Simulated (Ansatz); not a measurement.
# GaP: the cost of one run

Method: DFT, PBE, plane-wave PAW, default files, scalar-relativistic, as far as a step names no other, in Ansatz 0.2.0.

### 1 Starting point

It takes space group F-43m (No. 216, cubic). The conventional cell has a = 5.451 Å, b = 5.451 Å, c = 5.451 Å, α = 90.00°, β = 90.00°, γ = 90.00°. Around Ga (site symmetry -43m) lie 4 P at 2.36 Å. P (site symmetry -43m) is surrounded by 4 Ga at 2.36 Å.

Coordinates:

```xyz
2
Lattice="0.0000 2.7252 2.7252 2.7252 0.0000 2.7252 2.7252 2.7252 0.0000" Properties=species:S:1:pos:R:3 pbc="T T T"
Ga    0.0000    0.0000    0.0000
P     1.3626    1.3626    1.3626
```

The earlier run gave: gap on the mesh 1.59 eV, largest force 0.000 eV/Å, pressure 2.5 GPa.

The printed gradients, by site:

| site | atoms | first shell | V_zz (10²¹ V/m²) | η | C_Q (MHz) |
| --- | --- | --- | --- | --- | --- |
| Ga | 1 | 4 P at 2.36 Å | 0.00 | – | 0 (⁷¹Ga) |
| P | 2 | 4 Ga at 2.36 Å | 0.00 | – | – |

Conventions: |V_zz| ≥ |V_yy| ≥ |V_xx|, η = (V_xx − V_yy)/V_zz, C_Q = eQV_zz/h. Quadrupole moments are those of Pyykkö's year-2017 table. A dash under C_Q marks elements without a common quadrupolar isotope.

### 2 Z stretched by +2 %, ions relaxed

File input.yaml:

```yaml
crystal:
  lattice:
    - [0.0, 2.72525, 2.779755]
    - [2.72525, 0.0, 2.779755]
    - [2.72525, 2.72525, 0.0]
  atoms:
    - { symbol: Ga, position: [0.0, 0.0, 0.0] }
    - { symbol: P, position: [0.25, 0.25, 0.25] }
kpoints:
  mp_grid: { grid: [14, 14, 14] }
scf:
  occupations: { method: fermi_dirac, width: 0.02 }
hamiltonian:
  xc: pbe
  pseudopotentials: { kind: paw }
output:
  forces: true
  stress: true
  populations: true
  efg: { quadrupole_moments_barn: { Ga: 0.107 }, contact_densities: true }
relax:
  f_tol: 0.02
  max_steps: 60
```

Command:

```sh
> ansatz run input.yaml --threads 1 --pin off --max-ram 3072MiB --backend cpu --events-out ev --progress --plain --runs-dir out
```

What time and memory should one allow on 1 thread of Intel Xeon Platinum 8488C (Sapphire Rapids), shared host?

About 15 s, with a peak of 0.56 GiB.
